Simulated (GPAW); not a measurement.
# Pb (Fm-3m) in GPAW: a series of runs, part 2 of 2

GPAW 26.7.0.

## 3. Band structure, MS2, spin-orbit coupling, no magnetisation

run.py

```python
import numpy as np
from ase.dft.bandgap import bandgap
from ase.io import read, write
from ase.units import GPa
from gpaw import GPAW, PW
from gpaw.spinorbit import soc_eigenstates

atoms = read('Pb.xyz')

calc = GPAW(mode=PW(600),
            xc='MGGA_X_MS2+GGA_C_REGTPSS',
            kpts={'size': (9, 9, 9), 'gamma': True},
            occupations={'name': 'fermi-dirac', 'width': 0.05},
            nbands=14,
            convergence={'density': 1e-05, 'energy': 1e-05},
            maxiter=150,
            txt='gpaw.txt')
atoms.calc = calc
energy = atoms.get_potential_energy()
forces = atoms.get_forces()
stress = atoms.get_stress()
calc.write('gs.gpw')
write('result.traj', atoms)
print(f'Energy: {energy:.6f} eV')
print('Forces (eV/A):')
print(forces.round(4))
print('Stress (GPa):', (stress / GPa).round(3))
print('Fermi level:', round(calc.get_fermi_level(), 4), 'eV')
print(f'Gap: {bandgap(calc)[0]:.4f} eV, direct: {bandgap(calc, direct=True)[0]:.4f} eV')

path = atoms.cell.bandpath('GXWKGLUWLK,UX', npoints=60, eps=1e-4)
bs_calc = calc.fixed_density(kpts=path, symmetry='off', nbands=23,
                             convergence={'bands': 'CBM+6.0', 'eigenstates': 1e-6}, txt='bands.txt')
bs = bs_calc.band_structure()
bs.write('bs.json')
print(f'Gap on the path: {bandgap(bs_calc)[0]:.4f} eV')

soc = soc_eigenstates(bs_calc, theta=54.7, phi=45, ignore_xc_potential=True)
np.savetxt('soc_bands.dat', soc.eigenvalues(), fmt='%.4f')
mesh = soc_eigenstates('gs.gpw', theta=54.7, phi=45, ignore_xc_potential=True)
np.savetxt('soc_mesh.dat', mesh.eigenvalues(), fmt='%.4f')
print('Fermi level with spin-orbit coupling:', round(mesh.fermi_level, 4), 'eV')
```

Pb.xyz

```xyz
1
Lattice="0.0000000000 2.4750200000 2.4750200000 2.4750200000 0.0000000000 2.4750200000 2.4750200000 2.4750200000 0.0000000000" Properties=species:S:1:pos:R:3 pbc="T T T"
Pb     0.0000000000      0.0000000000      0.0000000000
```

Potentials or basis: GPAW PAW data sets (gpaw-data 1.2.1), pw.

Started as:

```sh
OMP_NUM_THREADS=1 python run.py
```

gpaw.txt:

```text
__  _  _
 | _ |_)|_||  |
 |__||  | ||/\| - 26.7.0

Input parameters:
  mode=PW(ecut=600.0),
  convergence={'density': 1e-05, 'energy': 1e-05},
  kpts=MonkhorstPack(size=(9, 9, 9), gamma=True),
  maxiter=150,
  nbands=14,
  occupations=Occupations(name='fermi-dirac', width=0.05),
  xc=XC(name='MGGA_X_MS2+GGA_C_REGTPSS')

Diagonalizing LCAO Hamiltonian
Converting LCAO to pw mode

       Pb

Atoms  # Å, Bohr magnetons
|   | symbol |        x |        y |        z |    initial magnetic moments |
|---|--------|----------|----------|----------|-----------------------------|
| 0 |     Pb | 0.000000 | 0.000000 | 0.000000 | ( 0.0000,  0.0000,  0.0000) |

Unit cell  # Å
| periodic |        x |        y |        z |  lengths |    angles |
|----------|----------|----------|----------|----------|-----------|
|      yes | 0.000000 | 2.475020 | 2.475020 | 3.500207 | 60.000000 |
|      yes | 2.475020 | 0.000000 | 2.475020 | 3.500207 | 60.000000 |
|      yes | 2.475020 | 2.475020 | 0.000000 | 3.500207 | 60.000000 |

Number of symmetries: 48
Symmetry operations  # r_c * U_cc + t_c -> r_c
|    | kind |            matrix            |
|----|------|------------------------------|
|  0 |  σ   |  1, 0, 0,  1, 0,-1,  1,-1, 0 |
|  1 |  C2  |  1, 0, 0,  1,-1, 0,  1, 0,-1 |
|  2 |  E   |  1, 0, 0,  0, 1, 0,  0, 0, 1 |
|  3 |  σ   |  1, 0, 0,  0, 0, 1,  0, 1, 0 |
|  4 |  C4  |  1, 0,-1,  1, 0, 0,  1,-1, 0 |
|  5 |  S6  |  1, 0,-1,  1,-1, 0,  1, 0, 0 |
|  6 |  σ   |  1, 0,-1,  0, 1,-1,  0, 0,-1 |
|  7 |  C3  |  1, 0,-1,  0, 0,-1,  0, 1,-1 |
|  8 |  S6  |  1,-1, 0,  1, 0, 0,  1, 0,-1 |
|  9 |  C4  |  1,-1, 0,  1, 0,-1,  1, 0, 0 |
| 10 |  C3  |  1,-1, 0,  0,-1, 1,  0,-1, 0 |
| 11 |  σ   |  1,-1, 0,  0,-1, 0,  0,-1, 1 |
| 12 |  σ   |  0, 1, 0,  1, 0, 0,  0, 0, 1 |
| 13 |  C4  |  0, 1, 0,  0, 1,-1, -1, 1, 0 |
| 14 |  C3  |  0, 1, 0,  0, 0, 1,  1, 0, 0 |
| 15 |  S6  |  0, 1, 0, -1, 1, 0,  0, 1,-1 |
| 16 |  C2  |  0, 1,-1,  1, 0,-1,  0, 0,-1 |
| 17 |  σ   |  0, 1,-1,  0, 1, 0, -1, 1, 0 |
| 18 |  S4  |  0, 1,-1,  0, 0,-1,  1, 0,-1 |
| 19 |  C4  |  0, 1,-1, -1, 1, 0,  0, 1, 0 |
| 20 |  C3  |  0, 0, 1,  1, 0, 0,  0, 1, 0 |
| 21 |  σ   |  0, 0, 1,  0, 1, 0,  1, 0, 0 |
| 22 |  S6  |  0, 0, 1,  0,-1, 1, -1, 0, 1 |
| 23 |  C4  |  0, 0, 1, -1, 0, 1,  0,-1, 1 |
| 24 |  S4  |  0, 0,-1,  1, 0,-1,  0, 1,-1 |
| 25 |  C3  |  0, 0,-1,  0, 1,-1,  1, 0,-1 |
| 26 |  C2  |  0, 0,-1,  0,-1, 0, -1, 0, 0 |
| 27 |  S6  |  0, 0,-1, -1, 0, 0,  0,-1, 0 |
| 28 |  S4  |  0,-1, 1,  1,-1, 0,  0,-1, 0 |
| 29 |  C4  |  0,-1, 1,  0, 0, 1, -1, 0, 1 |
| 30 |  C2  |  0,-1, 1,  0,-1, 0,  1,-1, 0 |
| 31 |  σ   |  0,-1, 1, -1, 0, 1,  0, 0, 1 |
| 32 |  C3  |  0,-1, 0,  1,-1, 0,  0,-1, 1 |
| 33 |  S6  |  0,-1, 0,  0, 0,-1, -1, 0, 0 |
| 34 |  S4  |  0,-1, 0,  0,-1, 1,  1,-1, 0 |
| 35 |  C2  |  0,-1, 0, -1, 0, 0,  0, 0,-1 |
[... 93 lines left out ...]
  MSR1-Mixer
  Pratt-step length: 0.05
  Maximum mixing coefficient: 0.75
  Old densities: 10
  SVD Regularization: 0.005
  Good broyden scale: 1.0
  Trust region scale: 1.0
  Backstep threshold: 4.0
  History deletion threshold: 6.0
  Fourier metric: weight=20.0, sigma=0.015

occupation numbers:
  Fermi-Dirac:
    width: 0.0500  # eV

poisson solver:
  ecut: 4800.0  # eV

xc functional:
  name: MGGA_X_MS2+GGA_C_REGTPSS with 2 nearest neighbor stencil

convergence criteria:
- Maximum integral of absolute [dens]ity change: 1e-05 electrons / valence electron
- Maximum [total energy] change in last 3 cyles: 1e-05 eV / valence electron
- Maximum integral of absolute [eigenst]ate change: 4e-08 eV^2 / valence electron
maximum number of iterations: 150

SCF iterations
|iter     | |      energy | eigst |  dens |
|---------|-|-------------|-------|-------|
|iter:   1| |   29.177089 | +0.09 |       |
|iter:   2| |   32.127280 | -0.23 | -1.56 |
|iter:   3| |   32.125837 | -2.32 | -1.75 |
|iter:   4| |   32.137758 | -2.55 | -1.78 |
|iter:   5| |   32.136116 | -3.23 | -2.25 |
|iter:   6| |   32.136374 | -4.81 | -2.45 |
|iter:   7| |   32.137417 | -4.27 | -2.52 |
|iter:   8| |   32.137486 | -5.59 | -2.85 |
|iter:   9| |   32.137639 | -4.69 | -2.92 |
|iter:  10| |   32.137595 | -5.86 | -3.25 |
|iter:  11| |   32.137625c| -5.35 | -3.30 |
|iter:  12| |   32.137625c| -6.47 | -3.83 |
|iter:  13| |   32.137625c| -8.34c| -4.95 |
|iter:  14| |   32.137625c| -8.64c| -5.36c|

Converged in 14 steps
Energy contributions relative to reference atoms: (reference = -567274.463364)

Energy contributions:
  Kinetic:           8.271958
  Coulomb:          -8.140830
  Zero:             -0.133375
  External:          0.000000
  Xc:               32.141524
  Entropy:          -0.003305
  Spinorbit:         0.000000
  ----------------------------
  Free energy:      32.135972
  Extrapolated:     32.137625

dipole moment: (-20.794815, -20.794815, -20.794815)  # |e|*Ang

Fermi level: 7.269
Eigenvalues  # (at kpt = [0.000, 0.000, 0.000])
| band index |      eig [eV] | occ [0-2] |
|------------|---------------|-----------|
|          0 |        -9.699 |     2.000 |
|          1 |        -9.699 |     2.000 |
|          2 |        -9.699 |     2.000 |
|          3 |        -9.555 |     2.000 |
|          4 |        -9.555 |     2.000 |
|          5 |        -4.275 |     2.000 |
|          6 |        14.962 |     0.000 |
|          7 |        14.962 |     0.000 |
|          8 |        14.962 |     0.000 |
|          9 |        17.334 |     0.000 |
|         10 |        19.108 |     0.000 |
|         11 |        19.958 |     0.000 |
|         12 |        19.958 |     0.000 |
|         13 |        19.958 |     0.000 |

No gap
No difference between direct/indirect transitions

Forces  # eV/Ang
|        x |       y |        z |
|----------|---------|----------|
| -0.00000 | 0.00000 | -0.00000 |  # Pb   0

Stress tensor  # eV/Ang^3
|        x |        y |        z |
|----------|----------|----------|
| 0.007029 | 0.000000 | 0.000000 |
| 0.000000 | 0.007029 | 0.000000 |
| 0.000000 | 0.000000 | 0.007029 |

# Writing to gs.gpw (mode='')
```

bands.txt:

```text
Diagonalizing LCAO Hamiltonian
Converting LCAO to pw mode
convergence criteria:
- Maximum integral of absolute [eigenst]ate change: 1e-06 eV^2 / valence electron
maximum number of iterations: 150

SCF iterations
|iter     | |      energy | eigst |  dens |
|---------|-|-------------|-------|-------|
[... 65 lines left out ...]
         [0.42857143, 0.42857143, 0.64285714],
         [0.41071429, 0.41071429, 0.67857143],
         [0.39285714, 0.39285714, 0.71428571],
         [0.375     , 0.375     , 0.75      ],
         [0.625     , 0.25      , 0.625     ],
         [0.59375   , 0.1875    , 0.59375   ],
         [0.5625    , 0.125     , 0.5625    ],
         [0.53125   , 0.0625    , 0.53125   ],
         [0.5       , 0.        , 0.5       ]])),
  maxiter=150,
  nbands=23,
  occupations=Occupations(name='fermi-dirac', width=0.05),
  symmetry=Symmetry(point_group=False, time_reversal=False),
  xc=XC(name='MGGA_X_MS2+GGA_C_REGTPSS')
```

It took 47 s on 1 thread of Intel Xeon Platinum 8488C (Sapphire Rapids), shared host; peak memory 0.32 GiB.

Results:

```yaml
Free_energy: 32.1360 eV
Pressure: -1.1 GPa
Band_gap_along_the_path: none (metal or under the smearing width)
```

Levels at the corners of the path, in eV from the Fermi level:
```tsv
point	band 12	band 13	band 14	band 15	band 16	band 17
Γ	-11.60	4.75	4.75	8.93	8.93	8.93
X	-6.36	-3.51	-3.51	1.47	1.47	2.97
W	-6.25	-2.30	-2.29	-0.75	-0.75	0.54
K	-6.45	-2.71	-2.71	-1.00	-1.00	3.18
Γ	-11.60	4.75	4.75	8.93	8.93	8.93
L	-7.84	-4.35	-4.35	4.48	4.49	6.90
U	-6.45	-2.71	-2.71	-1.00	-1.00	3.19
W	-6.25	-2.30	-2.29	-0.75	-0.75	0.54
L	-7.84	-4.35	-4.35	4.48	4.49	6.90
K	-6.45	-2.71	-2.71	-1.00	-1.00	3.18
U	-6.45	-2.71	-2.71	-1.00	-1.00	3.19
X	-6.36	-3.51	-3.51	1.47	1.47	2.97
```

Caveat: spin-orbit coupling was added after a scalar SCF, so levels and gaps hold it while energy, forces, pressure and moments don't; this program's spin-orbit splittings come out too wide for heavy elements; the PAW data sets were made with another functional, which shifts forces and pressure a little.
